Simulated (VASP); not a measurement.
# GaP (F-43m) in VASP: settings compared

Aim: see how the results for GaP move with the level of theory and the settings. Levels: PBE, vdW-DF, vdW-DF2. Tasks: single point, relaxation of cell and atoms.

Everything below comes from runs of VASP 6.6.1. Logs are shortened: lines on timing, memory, paths and dates and some standing lists are left out, and cuts for length are marked.

**The experiment to reproduce.**

“Stacking defects in GaP nanowires: Electronic structure and optical properties”, 2018, arxiv:1810.01194 quotes, for a bulk crystal of GaP at 10 K: band gap 2.34 eV (indirect).

The results are compared with them further down.

## Step 1: The crystal as given

Symmetry: F-43m, No. 216, cubic system. The conventional cell has a = 5.451 Å, b = 5.451 Å, c = 5.451 Å, α = 90.00°, β = 90.00°, γ = 90.00°. Around Ga (site symmetry -43m) lie 4 P at 2.36 Å. Around P (site symmetry -43m) lie 4 Ga at 2.36 Å.

## Step 2: Single point, PBE

Input file INCAR:

```
SYSTEM = GaP
  ALGO = Fast
  EDIFF = 1E-6
  ENCUT = 520
  GGA = PE
  ISIF = 2
  ISMEAR = 0
  LASPH = .TRUE.
  LCHARG = .FALSE.
  LREAL = .FALSE.
  LWAVE = .FALSE.
  NBANDS = 16
  NELM = 80
  PREC = Accurate
  SIGMA = 0.013000000000000001
```

Input file KPOINTS:

```
k-points
0
G
  8 8 8
  0 0 0
```

Input file POSCAR:

```
GaP
1.0
    0.0000000000      2.7252500000      2.7252500000
    2.7252500000      0.0000000000      2.7252500000
    2.7252500000      2.7252500000      0.0000000000
Ga P
1 1
Direct
    0.0000000000      0.0000000000      0.0000000000
    0.7500000000      0.7500000000      0.7500000000
```

Potentials or basis: VASP PAW PBE potentials, release 64 (Ga_d, P).

Launch:

```console
> cat potpaw_PBE.64/Ga_d/POTCAR potpaw_PBE.64/P/POTCAR > POTCAR
> mpirun -np 1 vasp_std > vasp.out
```

OUTCAR:

```text
SYSTEM = GaP
   EDIFF = 1E-6
   ENCUT = 520
   GGA = PE
   ISIF = 2
   ISMEAR = 0
   LASPH = .TRUE.
   LREAL = .FALSE.
   NELM = 80
   PREC = Accurate

 ion  position               nearest neighbor table
   1  0.000  0.000  0.000-   2 2.36   2 2.36   2 2.36   2 2.36
   2  0.750  0.750  0.750-   1 2.36   1 2.36   1 2.36   1 2.36

  LATTYP: Found a face centered cubic cell.
 ALAT       =     5.4505000000

  Lattice vectors:

 A1 = (   0.0000000000,   2.7252500000,   2.7252500000)
 A2 = (   2.7252500000,   0.0000000000,   2.7252500000)
 A3 = (   2.7252500000,   2.7252500000,   0.0000000000)

Analysis of symmetry for initial positions (statically):
=====================================================================
 Subroutine PRICEL returns:
 Original cell was already a primitive cell.

 Routine SETGRP: Setting up the symmetry group for a
 face centered cubic supercell.

 Subroutine GETGRP returns: Found 24 space group operations
 (whereof 24 operations were pure point group operations)
 out of a pool of 48 trial point group operations.

The static configuration has the point symmetry T_d .

Analysis of symmetry for dynamics (positions and initial velocities):
=====================================================================
 Subroutine PRICEL returns:
 Original cell was already a primitive cell.

 Routine SETGRP: Setting up the symmetry group for a
 face centered cubic supercell.

 Subroutine GETGRP returns: Found 24 space group operations
 (whereof 24 operations were pure point group operations)
 out of a pool of 48 trial point group operations.

The dynamic configuration has the point symmetry T_d .

 Subroutine INISYM returns: Found 24 space group operations
 (whereof 24 operations are pure point group operations),
 and found     1 'primitive' translations

----------------------------------------------------------------------------------------

                                     Primitive cell

  volume of cell :      40.4808

  direct lattice vectors                    reciprocal lattice vectors
     0.000000000  2.725250000  2.725250000    -0.183469406  0.183469406  0.183469406
     2.725250000  0.000000000  2.725250000     0.183469406 -0.183469406  0.183469406
     2.725250000  2.725250000  0.000000000     0.183469406  0.183469406 -0.183469406

  length of vectors
     3.854085511  3.854085511  3.854085511     0.317778334  0.317778334  0.317778334

  position of ions in fractional coordinates (direct lattice)
     0.000000000  0.000000000  0.000000000
     0.750000000  0.750000000  0.750000000

  ion indices of the primitive-cell ions
   primitive index   ion index
                 1           1
                 2           2

----------------------------------------------------------------------------------------

 KPOINTS: k-points

Automatic generation of k-mesh.
 Grid dimensions read from file:
 generate k-points for:    8    8    8

 Generating k-lattice:

  Cartesian coordinates                     Fractional coordinates (reciprocal lattice)
    -0.022933676  0.022933676  0.022933676     0.125000000  0.000000000  0.000000000
     0.022933676 -0.022933676  0.022933676     0.000000000  0.125000000  0.000000000
     0.022933676  0.022933676 -0.022933676     0.000000000  0.000000000  0.125000000

  Length of vectors
     0.039722292  0.039722292  0.039722292

  Shift w.r.t. Gamma in fractional coordinates (k-lattice)
     0.000000000  0.000000000  0.000000000

 Subroutine IBZKPT returns following result:
 ===========================================

 Found     29 irreducible k-points:

 Following reciprocal coordinates:
            Coordinates               Weight
  0.000000  0.000000  0.000000      1.000000
  0.125000  0.000000  0.000000      8.000000
  0.250000  0.000000  0.000000      8.000000
  0.375000  0.000000  0.000000      8.000000
  0.500000  0.000000  0.000000      4.000000
  0.125000  0.125000  0.000000      6.000000
[... 16 lines left out ...]
  0.500000  0.250000  0.125000     48.000000
 -0.375000  0.250000  0.125000     24.000000
 [... further k-points ...]
   k-points           NKPTS =     29   k-points in BZ     NKDIM =     29   number of bands    NBANDS=     16
   number of dos      NEDOS =    301   number of ions     NIONS =      2
   total plane-waves  NPLWV =  27000
   dimension x,y,z NGX =    30 NGY =   30 NGZ =   30
   dimension x,y,z NGXF=    60 NGYF=   60 NGZF=   60
   ions per type =               1   1
   NGX,Y,Z   is equivalent  to a cutoff of  12.94, 12.94, 12.94 a.u.
   NGXF,Y,Z  is equivalent  to a cutoff of  25.88, 25.88, 25.88 a.u.
 SYSTEM =  GaP
   PREC   = accura    normal or accurate (medium, high low for compatibility)
   ISTART =      0    job   : 0-new  1-cont  2-samecut
   ICHARG =      2    charge: 1-file 2-atom 10-const
   ISPIN  =      1    spin polarized calculation?
   LNONCOLLINEAR =      F non collinear calculations
   LSORBIT =      F    spin-orbit coupling
   LASPH  =      T    aspherical Exc in radial PAW
   ENCUT  =  520.0 eV  38.22 Ry    6.18 a.u.   7.17  7.17  7.17*2*pi/ulx,y,z
   NELM   =     80;   NELMIN=  2; NELMDL= -5     # of ELM steps
   EDIFF  = 0.1E-05   stopping-criterion for ELM
   LREAL  =      F    real-space projection
   EDIFFG = 0.1E-04   stopping-criterion for IOM
   NSW    =      0    number of steps for IOM
   IBRION =     -1    ionic relax: 0-MD 1-quasi-New 2-CG
   NFREE  =      0    steps in history (QN), initial steepest desc. (CG)
   ISIF   =      2    stress and relaxation
   ISYM   =      2    0-nonsym 1-usesym 2-fastsym
   POTIM  = 0.5000    time-step for ionic-motion
   TEBEG  =    0.0;   TEEND  =   0.0 temperature during run
   PSTRESS=    0.0 pullay stress
   NELECT =      18.0000    total number of electrons
   NUPDOWN=      -1.0000    fix difference up-down
   EMIN   =  10.00;   EMAX   =-10.00  energy-range for DOS
   EFERMI =   0.00;   METHOD = LEGACY
   ISMEAR =     0;   SIGMA  =   0.01  broadening in eV -4-tet -1-fermi 0-gaus
   EFERMI_NEDOS =   21; number of points for ismear=-14 and -15
   IALGO  =     68    algorithm
   IMIX   =      4    mixing-type and parameters
     AMIX     =   0.40;   BMIX     =  1.00
     AMIX_MAG =   1.60;   BMIX_MAG =  1.00
  volume/ion in A,a.u.               =      20.24       136.59
[... 40 lines left out ...]
      3      -9.8984      2.00000
      4      -9.7987      2.00000
      5      -9.7987      2.00000
      6      -7.8390      2.00000
[... 8 lines left out ...]
     15      14.4400      0.00000
     16      14.4400      0.00000

 k-point     2 :       0.1250    0.0000    0.0000
  band No.  band energies     occupation
      1      -9.9121      2.00000
      2      -9.8937      2.00000
      3      -9.8937      2.00000
      4      -9.7987      2.00000
      5      -9.7987      2.00000
      6      -7.6365      2.00000
[... 8 lines left out ...]
     15      13.8174      0.00000
     16      14.3554      0.00000

 k-point     3 :       0.2500    0.0000    0.0000
  band No.  band energies     occupation
      1      -9.9422      2.00000
      2      -9.8836      2.00000
      3      -9.8836      2.00000
      4      -9.7974      2.00000
      5      -9.7974      2.00000
      6      -7.0630      2.00000
[... 8 lines left out ...]
     15      13.6348      0.00000
     16      14.5820      0.00000

 k-point     4 :       0.3750    0.0000    0.0000
  band No.  band energies     occupation
      1      -9.9694      2.00000
      2      -9.8760      2.00000
      3      -9.8760      2.00000
      4      -9.7937      2.00000
      5      -9.7937      2.00000
      6      -6.2631      2.00000
[... 8 lines left out ...]
     15      14.8320      0.00000
     16      14.8320      0.00000

 k-point     5 :       0.5000    0.0000    0.0000
  band No.  band energies     occupation
      1      -9.9799      2.00000
      2      -9.8736      2.00000
      3      -9.8736      2.00000
      4      -9.7913      2.00000
      5      -9.7913      2.00000
      6      -5.7729      2.00000
[... 8 lines left out ...]
     15      16.3402      0.00000
     16      16.3404      0.00000

 k-point     6 :       0.1250    0.1250    0.0000
  band No.  band energies     occupation
      1      -9.9209      2.00000
      2      -9.8892      2.00000
      3      -9.8892      2.00000
      4      -9.8028      2.00000
      5      -9.7955      2.00000
      6      -7.5694      2.00000
[... 8 lines left out ...]
     15      14.6844      0.00000
     16      14.7223      0.00000

 k-point     7 :       0.2500    0.1250    0.0000
  band No.  band energies     occupation
      1      -9.9446      2.00000
      2      -9.8807      2.00000
      3      -9.8787      2.00000
      4      -9.8058      2.00000
      5      -9.7925      2.00000
      6      -7.1184      2.00000
[... 8 lines left out ...]
     15      14.6802      0.00000
     16      15.7917      0.00000

 k-point     8 :       0.3750    0.1250    0.0000
  band No.  band energies     occupation
      1      -9.9683      2.00000
      2      -9.8741      2.00000
      3      -9.8700      2.00000
      4      -9.8041      2.00000
      5      -9.7897      2.00000
      6      -6.3758      2.00000
[... 8 lines left out ...]
     15      15.5014      0.00000
     16      15.5404      0.00000

 k-point     9 :       0.5000    0.1250    0.0000
  band No.  band energies     occupation
      1      -9.9812      2.00000
      2      -9.8712      2.00000
      3      -9.8670      2.00000
      4      -9.7981      2.00000
      5      -9.7900      2.00000
      6      -5.6940      2.00000
[... 8 lines left out ...]
     15      16.3427      0.00000
     16      16.6121      0.00000
[... 172 lines left out ...]
 k-point    19 :       0.5000    0.3750    0.0000
  band No.  band energies     occupation
      1     -10.0080      2.00000
      2      -9.8427      2.00000
      3      -9.8381      2.00000
      4      -9.8272      2.00000
      5      -9.7801      2.00000
      6      -5.0897      2.00000
[... 8 lines left out ...]
     15      16.6705      0.00000
     16      17.8828      0.00000

 k-point    20 :      -0.3750    0.3750    0.0000
  band No.  band energies     occupation
      1     -10.0001      2.00000
      2      -9.8525      2.00000
      3      -9.8421      2.00000
      4      -9.8178      2.00000
      5      -9.7864      2.00000
      6      -4.9091      2.00000
[... 8 lines left out ...]
     15      15.0649      0.00000
     16      19.3540      0.00000

 k-point    21 :       0.5000    0.5000    0.0000
  band No.  band energies     occupation
      1     -10.0160      2.00000
      2      -9.8344      2.00000
      3      -9.8331      2.00000
      4      -9.8331      2.00000
      5      -9.7769      2.00000
      6      -4.8735      2.00000
[... 8 lines left out ...]
     15      17.0975      0.00000
     16      17.6515      0.00000

 k-point    22 :       0.3750    0.2500    0.1250
  band No.  band energies     occupation
      1      -9.9654      2.00000
      2      -9.8717      2.00000
      3      -9.8677      2.00000
      4      -9.8094      2.00000
      5      -9.7896      2.00000
      6      -6.5752      2.00000
[... 8 lines left out ...]
     15      15.7745      0.00000
     16      17.0766      0.00000

 k-point    23 :       0.5000    0.2500    0.1250
  band No.  band energies     occupation
      1      -9.9808      2.00000
      2      -9.8680      2.00000
      3      -9.8586      2.00000
      4      -9.8073      2.00000
      5      -9.7897      2.00000
      6      -5.8217      2.00000
[... 8 lines left out ...]
     15      16.1970      0.00000
     16      17.4969      0.00000

 k-point    24 :      -0.3750    0.2500    0.1250
  band No.  band energies     occupation
      1      -9.9865      2.00000
      2      -9.8675      2.00000
      3      -9.8554      2.00000
      4      -9.8038      2.00000
      5      -9.7913      2.00000
      6      -5.3670      2.00000
[... 8 lines left out ...]
     15      16.6585      0.00000
     16      17.1628      0.00000

 [... further k-points ...]

------------------------ aborting loop because EDIFF is reached ----------------------------------------

  FORCE on cell =-STRESS in cart. coord.  units (eV):
  Direction    XX          YY          ZZ          XY          YZ          ZX
  --------------------------------------------------------------------------------------
  -------------------------------------------------------------------------------------
  Total        0.6117108      0.6117108      0.6117108      0.0000000     -0.0000000      0.0000000
  in kB       24.2107203     24.2107203     24.2107203      0.0000000     -0.0000000      0.0000000
  external PRESSURE =      24.2107203 kB  Pullay stress =       0.0000000 kB

 VOLUME and BASIS-vectors are now :
 -----------------------------------------------------------------------------
  energy-cutoff  :      520.00
  volume of cell :       40.48
      direct lattice vectors                 reciprocal lattice vectors
     0.000000000  2.725250000  2.725250000    -0.183469406  0.183469406  0.183469406
     2.725250000  0.000000000  2.725250000     0.183469406 -0.183469406  0.183469406
     2.725250000  2.725250000  0.000000000     0.183469406  0.183469406 -0.183469406

 POSITION                                       TOTAL-FORCE (eV/Angst)
 -----------------------------------------------------------------------------------
      0.00000      0.00000      0.00000         0.000000     -0.000000     -0.000000
      4.08788      4.08788      4.08788        -0.000000      0.000000      0.000000
 -----------------------------------------------------------------------------------
    total drift:                               -0.000002     -0.000002     -0.000002

  FREE ENERGIE OF THE ION-ELECTRON SYSTEM (eV)
  ---------------------------------------------------
  free  energy   TOTEN  =        -9.1161214657 eV

  energy  without entropy=       -9.1161214657  energy(sigma->0) =       -9.11612147
```

Wall time 26 s (1 thread of Intel Xeon Platinum 8259CL at 2.50GHz (Skylake/Cascade Lake), shared host); peak memory 0.16 GiB.

Results:

```
Free energy            : -9.1161 eV
Pressure               : 2.4 GPa
Band gap on the k mesh : 1.64 eV, indirect (least direct gap 1.83 eV)
```

## Step 3: Relaxation of cell and atoms, vdW-DF

Input file INCAR:

```
SYSTEM = GaP
AGGAC = 0.0
ALGO = Normal
EDIFF = 1E-6
EDIFFG = -0.02
ENCUT = 600
GGA = RE
IBRION = 2
ISIF = 3
ISMEAR = -1
LASPH = .TRUE.
LCHARG = .FALSE.
LREAL = .FALSE.
LUSE_VDW = .TRUE.
LWAVE = .FALSE.
NELM = 80
NSW = 40
PREC = Accurate
SIGMA = 0.05
```

KPOINTS is that of step 2.

POSCAR is that of step 2.

Potentials or basis: VASP PAW PBE potentials, release 64 (Ga_d, P).

Launch:

```console
> cat potpaw_PBE.64/Ga_d/POTCAR potpaw_PBE.64/P/POTCAR > POTCAR
> mpirun -np 1 vasp_std > vasp.out
```

It took 2.7 min on 1 thread of Intel Xeon Platinum 8259CL at 2.50GHz (Skylake/Cascade Lake), shared host; peak memory 0.39 GiB.

It converged, with:

```
Free energy                            : -3.3803 eV
Relaxed volume                         : 21.70 Å³/atom
Relaxed cell                           : a = 3.945 Å, b = 3.945 Å, c = 3.945 Å, α = 60.00°, β = 60.00°, γ = 60.00°
Space group after relaxing (to 0.05 Å) : F-43m (No. 216)
Energy gained by relaxing              : 23.8 meV/atom
Ionic steps                            : 3
Pressure after relaxing                : 0.0 GPa
Band gap on the k mesh                 : 1.27 eV, direct
```

Step by step:
| step | energy change (eV) | largest force (eV/Å) | pressure (GPa) | volume (Å³) |
| --- | --- | --- | --- | --- |
| 1 | 0.0000 | 0.0000 | 5.56 | 40.48 |
| 2 | -0.0394 | 0.0000 | -2.00 | 44.74 |
| 3 | -0.0476 | 0.0000 | 0.00 | 43.40 |

Final structure:
```
Ga P
1.0
     0.00000    2.78920    2.78920
     2.78920    0.00000    2.78920
     2.78920    2.78920    0.00000
Ga P
1 1
Direct
  0.00000 0.00000 0.00000
  0.75000 0.75000 0.75000
```

Levels at points of the mesh, in eV from the valence-band top:
```csv
k point,band 7,band 8,band 9,band 10,band 11,band 12
"(0.00, 0.00, 0.00)",0.00,0.00,0.00,1.27,3.97,3.97
"(0.50, 0.00, 0.00)",-6.19,-1.01,-1.01,1.53,4.82,4.82
"(0.50, 0.50, 0.00)",-6.41,-2.41,-2.41,1.97,2.00,10.10
```

Caveat: the PAW data sets were made with another functional, which shifts forces and pressure a little. A k mesh can miss the band edges.

## Step 4: Relaxation of cell and atoms, vdW-DF2

Input file INCAR:

```
AGGAC = 0.0 ; ALGO = Normal
EDIFF = 1E-6 ; EDIFFG = -0.005
ENCUT = 600 ; GGA = ML
IBRION = 2 ; ISIF = 3
ISMEAR = -1 ; LASPH = True
LCHARG = False ; LREAL = False
LUSE_VDW = True ; LWAVE = False
NELM = 80 ; NSW = 40
PREC = Accurate ; SIGMA = 0.05
ZAB_VDW = -1.8867
```

Input file KPOINTS:

```
k-points
0
Gamma
  8 8 8
```

POSCAR is that of step 3.

Launch:

```console
> cat potpaw_PBE.64/Ga_d/POTCAR potpaw_PBE.64/P/POTCAR > POTCAR
> mpirun -np 1 vasp_std > vasp.out
```

Run time: 2.8 min. Hardware: 1 thread of Intel Xeon Platinum 8259CL at 2.50GHz (Skylake/Cascade Lake), shared host; peak memory 0.39 GiB.

The run converged. Its results:

```yaml
Free_energy: -3.6219 eV
Relaxed_volume: 22.28 Å³/atom
Relaxed_cell: a = 3.979 Å, b = 3.979 Å, c = 3.979 Å, α = 60.00°, β = 60.00°, γ = 60.00°
Space_group_after_relaxing_to_0.05_Å: F-43m (No. 216)
Energy_gained_by_relaxing: 44.1 meV/atom
Ionic_steps: 3
Pressure_after_relaxing: 0.0 GPa
Band_gap_on_the_k_mesh: 0.79 eV, direct
```

The path:
```tsv
step	energy change (eV)	largest force (eV/Å)	pressure (GPa)	volume (Å³)
1	0.0000	0.0000	7.60	40.48
2	-0.0752	0.0000	-2.22	46.37
3	-0.0882	0.0000	0.03	44.56
```

Final structure:
```
Ga P
1.0
     0.00000    2.81379    2.81379
     2.81379    0.00000    2.81379
     2.81379    2.81379    0.00000
Ga P
1 1
Direct
  0.00000 0.00000 0.00000
  0.75000 0.75000 0.75000
```

Levels at points of the mesh, in eV from the valence-band top:
```csv
k point,band 5,band 6,band 7,band 8,band 9,band 10,band 11,band 12,band 13
"(0.00, 0.00, 0.00)",-14.42,-11.83,0.00,0.00,0.00,0.79,3.97,3.97,3.97
"(0.50, 0.00, 0.00)",-14.42,-10.09,-6.12,-0.97,-0.97,1.31,4.83,4.83,8.12
"(0.50, 0.50, 0.00)",-14.41,-9.32,-6.38,-2.32,-2.32,1.94,1.96,9.81,9.81
```

Caveat: the PAW data sets were made with another functional, which shifts forces and pressure a little; the volume moved by +10 % from the deposited cell, more than functionals usually miss. Zero-point motion and thermal expansion aren't in these numbers.

## Step 5: The runs side by side

```csv
task,level,cell,cutoff (eV),smearing,gap on the mesh (eV),pressure (GPa),relaxed volume (Å³/atom)
single point,PBE,as given,520,gaussian 0.013 eV,1.64,2.4,-
relaxation of cell and atoms,vdW-DF,relaxed,600,fermi-dirac 0.05 eV,1.27,0.0,21.70
relaxation of cell and atoms,vdW-DF2,relaxed,600,fermi-dirac 0.05 eV,0.79,0.0,22.28
```

Alike in all rows: potentials or basis VASP PAW PBE potentials, release 64 (Ga_d, P); no spin polarisation; k mesh 8 × 8 × 8.

Caveats: the PAW data sets were made with another functional, which shifts forces and pressure a little (some runs); the volume moved by +10 % from the deposited cell, more than functionals usually miss (some runs).

Total energies depend on the potentials used, so only differences within one code and one set of settings carry meaning.

## Step 6: How close it comes

Step 2. Measured gap of GaP: 2.34 eV (indirect; 10 K; quoted in “Stacking defects in GaP nanowires: Electronic structure and optical properties”, 2018, arxiv:1810.01194). This calculation gives 1.64 eV (-0.70 eV). Spin-orbit coupling on Ga is left out. The value is that of PBE on a finite k mesh, which can miss the band edges, without temperature or zero-point motion. Semilocal functionals fall short of measured gaps as a rule.
